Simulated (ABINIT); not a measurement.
# Pb (Fm-3m) in ABINIT: settings compared

One crystal, Pb, is run at these levels: LDA-Teter, LDA, PBE; tasks: band structure, equation of state.

Program: ABINIT 10.8.3 (patched build). These are calculated values, not measurements. Logs are shortened: lines on timing, memory, paths and dates and some standing lists are left out, and cuts for length are marked. The log counts tension as positive stress, the text compression.

## 1. The structure

Symmetry: Fm-3m, No. 225, cubic system. Conventional cell: a = 4.950 Å, b = 4.950 Å, c = 4.950 Å, α = 90.00°, β = 90.00°, γ = 90.00°. Pb (site symmetry m-3m) has 12 Pb at 3.50 Å as nearest neighbours.

## 2. Band structure, LDA-Teter, spin-orbit coupling, no magnetisation

Contents of run.abi:

```
# Datasets: ground state, then fixed potential
ndtset 2

# Pseudopotentials
pp_dirpath "./"
pseudos "Pb.LDA_PW-JTH.xml"

# Structure
acell 6.6144323282 6.6144323282 6.6144323282
rprim
     0.0000000000     0.7071067812     0.7071067812
     0.7071067812     0.0000000000     0.7071067812
     0.7071067812     0.7071067812     0.0000000000
ntypat 1
znucl 82
natom 1
typat 1
xred
     0.0000000000     0.0000000000     0.0000000000

# Plane-wave basis
ecut 17.0
pawecutdg 34.0

# Exchange and correlation
ixc 1

# Bands and occupations
occopt 3
tsmear 0.00183747

# Spin
nspinor 2
nspden 1
pawspnorb 1

# SCF cycle
nstep 100

# Output
iomode 3
prtwf 0
prteig 0
prtebands 0
prtden1 1

# Dataset 1
kptopt1 4
ngkpt1 9 9 9
nshiftk1 1
shiftk1 0.0 0.0 0.0
nband1 22
tolvrs1 1.0e-9

# Dataset 2: bands along G-X-W-K-G-L-U-W-L-K
iscf2 -2
getden2 1
nband2 30
nbdbuf2 2
tolwfr2 1.0e-12
kptopt2 -9
ndivsm2 6
prteig2 1
kptbounds2
     0.0000000000     0.0000000000     0.0000000000
     0.5000000000     0.0000000000     0.5000000000
     0.5000000000     0.2500000000     0.7500000000
     0.3750000000     0.3750000000     0.7500000000
     0.0000000000     0.0000000000     0.0000000000
     0.5000000000     0.5000000000     0.5000000000
     0.6250000000     0.2500000000     0.6250000000
     0.5000000000     0.2500000000     0.7500000000
     0.5000000000     0.5000000000     0.5000000000
     0.3750000000     0.3750000000     0.7500000000
```

Potentials or basis: JTH PAW LDA v2.0.

Launch:

```bash
$ abinit run.abi > log 2>&1
```

run.abo:

```text
.Version 10.8.3 of ABINIT
 DATASET    1 : space group F4 3 2 (#209); Bravais cF (face-center cubic)
================================================================================
 Values of the parameters that define the memory need for DATASET  1.
     intxc =       0    ionmov =       0      iscf =      17    lmnmax =      18
     lnmax =       6     mgfft =      27  mpssoang =       3    mqgrid =    3001
     natom =       1  nloc_mem =       2    nspden =       1   nspinor =       2
    nsppol =       1      nsym =      24    n1xccc =       1    ntypat =       1
    occopt =       3   xclevel =       1
       mpw =         701          nfft =       19683          nkpt =          39
 PAW method is used; the additional fine FFT grid is defined by:
   mgfftf=        36    nfftf =     46656
================================================================================
================================================================================

 DATASET    2 : space group F4 3 2 (#209); Bravais cF (face-center cubic)
================================================================================
 Values of the parameters that define the memory need for DATASET  2.
     intxc =       0    ionmov =       0      iscf =      -2    lmnmax =      18
     lnmax =       6     mgfft =      27  mpssoang =       3    mqgrid =    3001
     natom =       1  nloc_mem =       2    nspden =       1   nspinor =       2
    nsppol =       1      nsym =      24    n1xccc =       1    ntypat =       1
    occopt =       3   xclevel =       1
       mpw =         701          nfft =       19683          nkpt =         103
 PAW method is used; the additional fine FFT grid is defined by:
   mgfftf=        36    nfftf =     46656
================================================================================
================================================================================

--------------------------------------------------------------------------------
------------- Echo of variables that govern the present computation ------------
--------------------------------------------------------------------------------
 -outvars: echo values of preprocessed input variables --------
            acell      6.6144323282E+00  6.6144323282E+00  6.6144323282E+00 Bohr
              amu      2.07200000E+02
             ecut      1.70000000E+01 Hartree
           getden1          0
           getden2          1
             iscf1         17
             iscf2         -2
                       outvar_i_n : Printing only first  50 k-points.
           jdtset        1    2
                       outvar_i_n : Printing only first  50 k-points.
           kptopt1          4
           kptopt2         -9
         kptrlatt        9    0    0      0    9    0      0    0    9
          kptrlen1     5.95298910E+01
          kptrlen2     3.00000000E+01
            natom           1
            nband1         22
            nband2         30
           nbdbuf1          0
           nbdbuf2          2
           ndtset           2
           ndivsm1          0
           ndivsm2          6
            ngfft          27      27      27
          ngfftdg          36      36      36
             nkpt1         39
             nkpt2        103
          nspinor           2
            nstep         100
             nsym          24
           ntypat           1
           occopt           3
        pawcpxocc           2
        pawecutdg      3.40000000E+01 Hartree
        pawspnorb           1
        prtebands           0
           prteig1          0
           prteig2          1
            prtwf           0
            rprim      0.0000000000E+00  7.0710678120E-01  7.0710678120E-01
[... 228 lines left out ...]
 R(3)=  4.6771100  4.6771100  0.0000000  G(3)=  0.1069036  0.1069036 -0.1069036
 Unit cell volume ucvol=  2.0462690E+02 bohr^3
 Angles (23,13,12)=  6.00000000E+01  6.00000000E+01  6.00000000E+01 degrees

 Coarse grid specifications (used for wave-functions):

 getcut: wavevector=  0.0000  0.0000  0.0000  ngfft=  27  27  27
         ecut(hartree)=     17.000   => boxcut(ratio)=   2.12096

 Fine grid specifications (used for densities):

 getcut: wavevector=  0.0000  0.0000  0.0000  ngfft=  36  36  36
         ecut(hartree)=     34.000   => boxcut(ratio)=   2.07351
--------------------------------------------------------------------------------

================================================================================
 Non-SCF case, kpt    1 (  0.00000  0.00000  0.00000), residuals and eigenvalues=
  4.68E-13  9.07E-13  3.26E-13  5.34E-13  4.93E-13  9.11E-13  5.69E-13  8.82E-13
  4.38E-13  4.26E-13  3.24E-13  4.77E-13  1.91E-13  9.31E-13  2.79E-13  6.60E-13
  3.91E-13  5.60E-13  3.30E-13  7.14E-13  2.91E-13  4.71E-13  4.46E-13  6.87E-13
  2.66E-13  4.98E-13  4.69E-13  5.13E-13  3.31E-05  4.77E-04
 -4.1101E-01 -4.1101E-01 -4.1101E-01 -4.1101E-01 -3.1920E-01 -3.1920E-01
 -3.1553E-01 -3.1553E-01 -3.1553E-01 -3.1553E-01 -1.6849E-01 -1.6849E-01
  4.4798E-01  4.4798E-01  5.6768E-01  5.6768E-01  5.6768E-01  5.6768E-01
  6.2813E-01  6.2813E-01  6.8315E-01  6.8315E-01  7.2202E-01  7.2202E-01
  7.2202E-01  7.2202E-01  7.3679E-01  7.3679E-01  7.9548E-01  7.9594E-01
 Non-SCF case, kpt    2 (  0.02941  0.00000  0.02941), residuals and eigenvalues=
[... 1005 lines left out ...]
 -3.1469E-01 -3.1469E-01 -3.0997E-01 -3.0997E-01  7.8786E-03  7.8786E-03
  1.7031E-01  1.7031E-01  2.2222E-01  2.2222E-01  3.7903E-01  3.7903E-01
  5.1186E-01  5.1186E-01  7.1028E-01  7.1028E-01  8.4346E-01  8.4346E-01
  8.5477E-01  8.5477E-01  8.8972E-01  8.8972E-01  9.0881E-01  9.0881E-01
 Non-SCF case, kpt  103 (  0.37500  0.37500  0.75000), residuals and eigenvalues=
  4.50E-13  8.29E-13  2.38E-13  4.21E-13  3.50E-13  6.02E-13  8.03E-13  8.97E-13
  5.22E-13  9.16E-13  4.52E-13  8.03E-13  2.21E-13  6.50E-13  2.09E-13  5.25E-13
  4.41E-13  6.86E-13  6.39E-13  8.56E-13  6.98E-13  6.41E-13  2.26E-13  3.44E-13
  9.75E-13  5.44E-13  2.92E-13  4.34E-13  3.81E-13  7.34E-13
 -4.0962E-01 -4.0962E-01 -4.0822E-01 -4.0822E-01 -3.1725E-01 -3.1725E-01
 -3.1493E-01 -3.1493E-01 -3.0947E-01 -3.0947E-01  1.2011E-02  1.2011E-02
  1.6879E-01  1.6879E-01  2.2217E-01  2.2217E-01  3.7171E-01  3.7171E-01
  5.0698E-01  5.0698E-01  6.8393E-01  6.8393E-01  8.6718E-01  8.6718E-01
  8.6897E-01  8.6897E-01  8.9947E-01  8.9947E-01  9.1568E-01  9.1568E-01

--- !ResultsGS
iteration_state: {dtset: 2, }
comment   : Summary of ground state results
lattice_vectors:
- [  0.0000000,   4.6771100,   4.6771100, ]
- [  4.6771100,   0.0000000,   4.6771100, ]
- [  4.6771100,   4.6771100,   0.0000000, ]
lattice_lengths: [   6.61443,    6.61443,    6.61443, ]
lattice_angles: [ 60.000,  60.000,  60.000, ] # degrees, (23, 13, 12)
lattice_volume:   2.0462690E+02
convergence: {deltae:  0.000E+00, res2:  0.000E+00, residm:  9.990E-13, diffor:  0.000E+00, }
etotal    :  -6.14198192E+01
entropy   :   0.00000000E+00
fermie    :   2.57282971E-01
cartesian_stress_tensor: null
pressure_GPa: null
xred      :
- [  0.0000E+00,   0.0000E+00,   0.0000E+00, Pb]
cartesian_forces: null
force_length_stats: {min: null, max: null, mean: null, }
...

 Integrated electronic density in atomic spheres:
 ------------------------------------------------
 Atom  Sphere_radius  Integrated_density
    1        2.40264         11.43454556

================================================================================

 ----iterations are completed or convergence reached----

 Mean square residual over all n,k,spin=   52.648E-14; max=  99.896E-14
 reduced coordinates (array xred) for    1 atoms
       0.000000000000      0.000000000000      0.000000000000

 cartesian coordinates (angstrom) at end:
    1      0.00000000000000     0.00000000000000     0.00000000000000
 length scales=  6.614432328200  6.614432328200  6.614432328200 bohr
              =  3.500206848769  3.500206848769  3.500206848769 angstroms
 Eigenvalues (hartree) for nkpt= 103  k points:
 kpt#   1, nband= 30, wtk=  1.00000, kpt=  0.0000  0.0000  0.0000 (reduced coord)
  -0.41101   -0.41101   -0.41101   -0.41101   -0.31920   -0.31920   -0.31553   -0.31553
  -0.31553   -0.31553   -0.16849   -0.16849    0.44798    0.44798    0.56768    0.56768
   0.56768    0.56768    0.62813    0.62813    0.68315    0.68315    0.72202    0.72202
   0.72202    0.72202    0.73679    0.73679    0.79548    0.79594
 kpt#   2, nband= 30, wtk=  1.00000, kpt=  0.0294  0.0000  0.0294 (reduced coord)
  -0.41098   -0.41098   -0.41095   -0.41095   -0.31912   -0.31912   -0.31551   -0.31551
  -0.31549   -0.31549   -0.16769   -0.16769    0.44519    0.44519    0.56071    0.56071
   0.56317    0.56317    0.62489    0.62489    0.69041    0.69041    0.72633    0.72633
   0.72718    0.72718    0.74167    0.74167    0.79016    0.79058
 kpt#   3, nband= 30, wtk=  1.00000, kpt=  0.0588  0.0000  0.0588 (reduced coord)
  -0.41095   -0.41095   -0.41085   -0.41085   -0.31899   -0.31899   -0.31551   -0.31551
  -0.31540   -0.31540   -0.16526   -0.16526    0.43725    0.43725    0.54366    0.54366
   0.55114    0.55114    0.61665    0.61665    0.70691    0.70691    0.73890    0.73890
   0.74083    0.74083    0.75510    0.75510    0.76626    0.76626
 kpt#   4, nband= 30, wtk=  1.00000, kpt=  0.0882  0.0000  0.0882 (reduced coord)
  -0.41089   -0.41089   -0.41070   -0.41070   -0.31878   -0.31878   -0.31550   -0.31550
[... 484 lines left out ...]
  -0.40965   -0.40965   -0.40823   -0.40823   -0.31727   -0.31727   -0.31442   -0.31442
  -0.31047   -0.31047    0.00135    0.00135    0.16293    0.16293    0.23813    0.23813
   0.38824    0.38824    0.51815    0.51815    0.73765    0.73765    0.81390    0.81390
   0.82993    0.82993    0.89008    0.89008    0.91102    0.91102
 kpt# 102, nband= 30, wtk=  1.00000, kpt=  0.3875  0.3875  0.7250 (reduced coord)
  -0.40962   -0.40962   -0.40822   -0.40822   -0.31722   -0.31722   -0.31469   -0.31469
  -0.30997   -0.30997    0.00788    0.00788    0.17031    0.17031    0.22222    0.22222
   0.37903    0.37903    0.51186    0.51186    0.71028    0.71028    0.84346    0.84346
   0.85477    0.85477    0.88972    0.88972    0.90881    0.90881
 kpt# 103, nband= 30, wtk=  1.00000, kpt=  0.3750  0.3750  0.7500 (reduced coord)
  -0.40962   -0.40962   -0.40822   -0.40822   -0.31725   -0.31725   -0.31493   -0.31493
  -0.30947   -0.30947    0.01201    0.01201    0.16879    0.16879    0.22217    0.22217
   0.37171    0.37171    0.50698    0.50698    0.68393    0.68393    0.86718    0.86718
   0.86897    0.86897    0.89947    0.89947    0.91568    0.91568

== END DATASET(S) ==============================================================
================================================================================

 -outvars: echo values of variables after computation  --------
            acell      6.6144323282E+00  6.6144323282E+00  6.6144323282E+00 Bohr
           etotal1    -6.1419819203E+01
            fcart1    -0.0000000000E+00 -0.0000000000E+00 -0.0000000000E+00
            rprim      0.0000000000E+00  7.0710678120E-01  7.0710678120E-01
                       7.0710678120E-01  0.0000000000E+00  7.0710678120E-01
                       7.0710678120E-01  7.0710678120E-01  0.0000000000E+00
           strten1     1.3946867984E-04  1.3946867984E-04  1.3946867984E-04
                       0.0000000000E+00  0.0000000000E+00  0.0000000000E+00
 Calculation completed.
```

It took 3.4 min on 1 thread of Arm Neoverse V1, shared host; peak memory 0.14 GiB.

Results:

```
Free energy                                           : -1671.3184 eV
Band gap on the k mesh                                : none (metal or under the smearing width)
Valence electrons inside the program's atomic spheres : Pb 11.43 (radii [1.2714] Å)
```

Levels at the corners of the path, in eV from the Fermi level:
```
point  band 11  band 12  band 13  band 14  band 15  band 16  band 17  band 18
    Γ   -11.59   -11.59     5.19     5.19     8.45     8.45     8.45     8.45
    X    -6.58    -6.58    -3.27    -3.27     1.54     1.54     2.77     2.77
    W    -6.49    -6.49    -1.91    -1.91    -0.77    -0.77     0.58     0.58
    K    -6.67    -6.67    -2.41    -2.41    -0.96    -0.96     3.11     3.11
    Γ   -11.59   -11.59     5.19     5.19     8.45     8.45     8.45     8.45
    L    -7.97    -7.97    -4.13    -4.13     4.63     4.63     6.51     6.51
    U    -6.67    -6.67    -2.41    -2.41    -0.96    -0.96     3.11     3.11
    W    -6.49    -6.49    -1.91    -1.91    -0.77    -0.77     0.58     0.58
    L    -7.97    -7.97    -4.13    -4.13     4.63     4.63     6.51     6.51
    K    -6.67    -6.67    -2.41    -2.41    -0.96    -0.96     3.11     3.11
```

Caveat: the cutoff is too short for stress, so the log's stress isn't used.

## 3. Equation of state, LDA

Contents of run.abi:

```
# Datasets: one volume each
ndtset 7
getwfk -1
scalecart1 3*0.9795861087
scalecart2 3*0.9864848297
scalecart3 3*0.9932883884
scalecart4 3*1.0000000000
scalecart5 3*1.0066227096
scalecart6 3*1.0131594038
scalecart7 3*1.0196128224

# Pseudopotentials
pp_dirpath "./"
pseudos "Pb.hgh"

# Structure
acell 6.6144323282 6.6144323282 6.6144323282
rprim
     0.0000000000     0.7071067812     0.7071067812
     0.7071067812     0.0000000000     0.7071067812
     0.7071067812     0.7071067812     0.0000000000
ntypat 1
znucl 82
natom 1
typat 1
xred
     0.0000000000     0.0000000000     0.0000000000

# Plane-wave basis
ecut 435.382180 eV

# k points
kptopt 1
ngkpt 9 9 9
nshiftk 1
shiftk 0.0 0.0 0.0

# Exchange and correlation
ixc 7

# Bands and occupations
nband 6
occopt 3
tsmear 0.05 eV

# SCF cycle
nstep 100
tolvrs 1.0e-10

# Output
iomode 3
prtwf 1
prtden 0
prteig 0
prtebands 0
enunit 1
```

Potentials or basis: HGH LDA.

Launch:

```bash
$ abinit run.abi > log 2>&1
```

It took 13 s on 1 thread of Arm Neoverse V1, shared host; peak memory 0.12 GiB.

It converged, with:

```
Equilibrium volume : 28.29 Å³/atom (rough: see the caveat)
Bulk modulus       : 55 GPa (rough)
```

Energy against volume, from the lowest point:
| volume (Å³/atom) | energy (meV/atom) |
| --- | --- |
| 28.503 | 0.00 |
| 29.110 | 3.63 |
| 29.716 | 10.96 |
| 30.323 | 21.59 |
| 30.929 | 35.13 |
| 31.535 | 51.18 |
| 32.142 | 69.41 |

Caveat: pressures at fixed basis lie under the slope of the energies; the minimum lies outside the volumes run; HGH potentials are hard and often keep d shells in the core, so these values are rough. The run has no spin-orbit coupling, so splittings on Pb are missing.

(Part 1 of 2 ends here.)
